# Where do the states below the Fermi level sit in a thin slab?

Indium phosphide in the rocksalt structure is expected to be a metal, unlike the familiar semiconductor with tetrahedral bonds. A slab of it has been cut along (110), six atomic planes thick, with one In and one P in each plane, and the density functional calculation finds no gap in it. The three lower planes are held at their bulk positions and the three upper ones were allowed to relax. The small surface cell leaves no room for a larger reconstruction, so the results hold for this unreconstructed slab only.

All electron states in the last 0.25 eV below the Fermi level are collected, and their density is divided among the planes. The plane share is the fraction that falls to one plane, counted from the bottom, and the plane height is measured from the topmost atom.

Ansatz 0.2.0, PBE with plane waves and PAW (cutoff 420 eV), for a six-plane rocksalt InP(110) slab, without spin polarization, on a 15 × 11 × 1 k mesh with 0.05 eV Gaussian smearing. Shares cover the states from 0.25 eV below the Fermi level up to it, each counted in full; rows number the planes from the bottom, and heights are measured from the topmost atom.

| row | plane share | plane formula | plane height (Å) |
| --- | --- | --- | --- |
| 1 | 0.171 | InP | -9.703 |
| 2 | 0.138 | InP | -7.684 |
| 3 | 0.182 | InP | -5.665 |
| 4 | 0.187 | InP | -3.824 |
| 5 | 0.140 | InP | -1.799 |
| 6 | 0.181 | InP | -0.058 |

## (a) Do these states belong to the surfaces?

*Decide from the plane shares whether the window is dominated by states that live at the two faces and die away inward.*

**Solution.** A surface state is trapped between the vacuum on one side and a crystal that offers no travelling wave of the same energy and sideways wave vector on the other. Its density is therefore largest near the face and fades with depth. If such states ruled the window, the outer planes would be expected to hold the most, even where the fading goes by ups and downs.

The table shows something else. The outer planes hold 0.176 on average and the two middle planes 0.185, so the centre of the slab is at least as well filled as its faces. The low places are planes 2 and 5, just beneath each face, with 0.139 on average. That is 17% below the even share of one sixth.

The metallic character makes this understandable. In a semiconducting slab with the window inside the bulk gap, only surface states could fill it, and the outer planes would normally be the richest. Here bulk-like states that run through the whole slab are expected at the same energies. A surface state confined to a small range of sideways wave vectors may still be present, but it doesn't govern the sum.

## (b) Why is the plane beneath each face the poor one?

*Find a picture that gives a dip on planes 2 and 5 and full shares on the other four.*

**Solution.** An electron wave that travels up through the slab is reflected at the vacuum, travels down and is reflected again. The two directions interfere and form a standing wave, as on a string with fixed ends. Such a wave has nodes, and a plane that lies on a node receives nothing from it. The question becomes which standing wave has its nodes on planes 2 and 5.

The electron density spills a little beyond the last nuclei, so let the reflecting walls stand half a plane spacing outside planes 1 and 6. The box is then six spacings long. With $j$ for the number of the plane and $n$ for the number of half-waves in the box, the amplitude on a plane is

$$
A_n(j)=\sin\!\left[\frac{n\pi\,(j-\tfrac12)}{6}\right].
$$

For $n=4$ the angle is 60° on plane 1, 180° on plane 2 and 300° on plane 3. The amplitudes from bottom to top follow the pattern $+,0,-,+,0,-$. Squared and normalised, this wave puts one quarter of its density on each of planes 1, 3, 4 and 6, and none on planes 2 and 5. That is the pattern of the table in exaggerated form.

The exaggeration disappears because many waves share the window. Waves with $n=2$ have their maxima on planes 2 and 5 and work against those with $n=4$. The other waves leave the average of these two planes at one sixth. If all six kinds were present equally, every plane would receive the same, so a ripple survives only where the window selects some kinds more than others.

This cause is argued from theory; the calculation gives the summed shares, not the separate waves. One comparison in the table supports looking for a cause common to both halves. Plane 2 lies in the held half and plane 5 in the relaxed half, yet their shares are 0.138 and 0.140. The dip thus occurs where the atoms have kept their bulk positions as well as where they have moved.

## (c) How uneven must the selection be?

*Estimate the excess of $n=4$ waves that the shares require, and judge the model.*

**Solution.** Let $f$ be the weight of the $n=4$ waves in the window less that of the $n=2$ waves. The remaining weight, $1-f$, is taken as spread evenly. The shares are then

$$
s_{2,5}=\frac{1-f}{6},\qquad s_{1,3,4,6}=\frac{1-f}{6}+\frac{f}{4}.
$$

A least-squares fit of this single number to all six rows gives $f=0.165$. Planes 2 and 5 should then hold $0.835/6=0.139$. The other four gain $0.165/4=0.041$ on top of that and reach 0.180. In this model a modest preference, about one sixth of the total weight, produces the whole ripple. The model puts all the density on the planes themselves. Density between the planes blurs the nodes, so the real preference would have to be larger.

The typical miss is 0.005, or about 3% of an even share. Since every row took part in the fit, and the wave was chosen after the pattern had been seen, this agreement shows that the picture is consistent, not that it is the cause. The two dips also count as one piece of evidence, because a standing wave in a nearly symmetric slab puts nearly equal density on planes that mirror each other.

The position of the walls matters. If they are moved out to a full spacing beyond the end planes, the best match by an excess of one kind of wave comes from $n=3$ and $n=4$ alike, which put the same density on the planes and make the outer ones richer than the middle ones. The typical miss grows to 0.012. A model with extra weight on the outer planes alone does worse still, at 0.019, which agrees with the answer to part (a). With the walls a full spacing out, a lack of $n=2$ and $n=5$ waves would come closer than the excess does, so the shares alone don't fix where the walls stand.

The half-spacing model does least well on plane 1, where it gives 0.180 and the calculation 0.171. Plane 6, its partner at the other face, has 0.181. With all atoms at their bulk positions the two faces would be equivalent, and their shares would be equal on any mesh of wave vectors. The difference between them therefore goes back to the relaxation of the upper half, which the model leaves out.

The mesh matters for the dip itself. In the model the excess behind it equals the weight of about seven levels at general points of the mesh, so one stray level does not make it. A chance surplus of several levels is not excluded, and a denser mesh would test that.

For practical use, the low share of the second plane should not be carried over to the surface of a thick crystal without a test on thicker slabs. In the standing-wave picture the thickness decides which waves fit and the window decides which of them are counted. A single face also reflects waves, so part of the dip might survive in a thick crystal, but this calculation can't tell how much. A wider window can admit more kinds of wave, and their nodes and maxima tend to fill each other in. The printed analysis that follows sets the three one-parameter models beside the computed shares.

Numerical output:

```
even share of one plane in six: 0.1667
mean share of the outer planes 1 and 6: 0.176
mean share of planes 2 and 5: 0.139
mean share of the middle planes 3 and 4: 0.1845
planes 2 and 5 below the even share, percent: 16.6
share of plane 6 less plane 1: 0.01
share of plane 5 less plane 2: 0.002
share of plane 4 less plane 3: 0.005
slice width of plane 2 between midpoints, angstrom: 2.019
slice width of plane 3 between midpoints, angstrom: 1.93
fit of dev on 6 rows: coefficient of mode4 0.165 +/- 0.018; rms 0.00478, worst 1 0.00942, leave-one-out rms 0.00525
fit of dev on 6 rows: coefficient of mode3 0.1783 +/- 0.061; rms 0.0122, worst 4 -0.0189, leave-one-out rms 0.0138
fit of dev on 6 rows: coefficient of surf 0.0285 +/- 0.036; rms 0.0189, worst 4 -0.0251, leave-one-out rms 0.0208
share and three one-weight models:
  row  computed  half-spacing wave  full-spacing wave  outer planes only
    1     0.171             0.1804             0.1854             0.1762
    2     0.138             0.1392             0.1465             0.1619
    3     0.182             0.1804             0.1681             0.1619
    4     0.187             0.1804             0.1681             0.1619
    5      0.14             0.1392             0.1465             0.1619
    6     0.181             0.1804             0.1854             0.1762
weight of one general level in the window, percent: 2.381
excess weight of mode 4 in the fit, percent: 16.5
number of general levels that this excess equals: 6.93
```
